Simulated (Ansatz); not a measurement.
A (010) slab of TiAl2 (Cmmm (No. 65)), 4 planes, outer planes Al (top) and Al (bottom), with 8 atoms (Ti2Al6) in a surface cell of A = 15.495 Å², as cut from the bulk:

```yaml
crystal:
  lattice:
    - [3.90067, 0.00000, 0.00000]
    - [0.00000, 3.97242, 0.00000]
    - [0.00000, 0.00000, 21.02628]
  atoms:
    - { symbol: Al, position: [0.50000, 0.00000, 0.35670] }
    - { symbol: Al, position: [0.00000, 0.50000, 0.35670] }
    - { symbol: Ti, position: [0.00000, 0.00000, 0.44624] }
    - { symbol: Al, position: [0.50000, 0.50000, 0.45581] }
    - { symbol: Al, position: [0.00000, 0.50000, 0.54419] }
    - { symbol: Ti, position: [0.50000, 0.00000, 0.55376] }
    - { symbol: Al, position: [0.00000, 0.00000, 0.64330] }
    - { symbol: Al, position: [0.50000, 0.50000, 0.64330] }
```

Level of theory: DFT PBEsol, scalar-relativistic, plane waves, PAW (Ansatz 0.2.0). Cutoff 420 eV; k points 9×9×1 on the computed 8-atom cell (Γ-centred); Gaussian smearing, width 0.10 eV; no spin polarisation.

The relaxed slab holds 2 formula units of TiAl2 and 2 further Al. Against those formula units in the bulk and the further Al in its standard state it lies 2.747 eV higher. The formation energy of TiAl2 from the standard states is -1.301 eV a formula unit (uncorrected, no zero-point or thermal terms).

Task: Over what range can the chemical potential of Al vary, and what is the surface energy at both ends?

Result: In contact with the bulk, 2μ(Al) + μ(Ti) is fixed. With Δμ counted from the standard states, Δμ(Al) ≤ 0 keeps elemental Al from forming, and Δμ(Ti) ≤ 0 requires Δμ(Al) ≥ ΔH/2 = -0.650 eV. Other compounds of Al and Ti can narrow this range. Then γ, the mean of both faces, = [2.747 eV − 2.00·Δμ(Al)]/(2A). At the Al-rich end (Δμ = 0): 2.747/(2 × 15.495) × 16.02 = 1.42 J/m². At the Al-poor end: (2.747 + 1.300)/(2 × 15.495) × 16.02 = 2.09 J/m².

Task: How does its energy depend on growth conditions?

Result: It carries an excess of Al, so its energy falls by 1.03 J/m² for each eV that μ(Al) rises: Al-rich conditions lower it; whether it appears depends on the other terminations.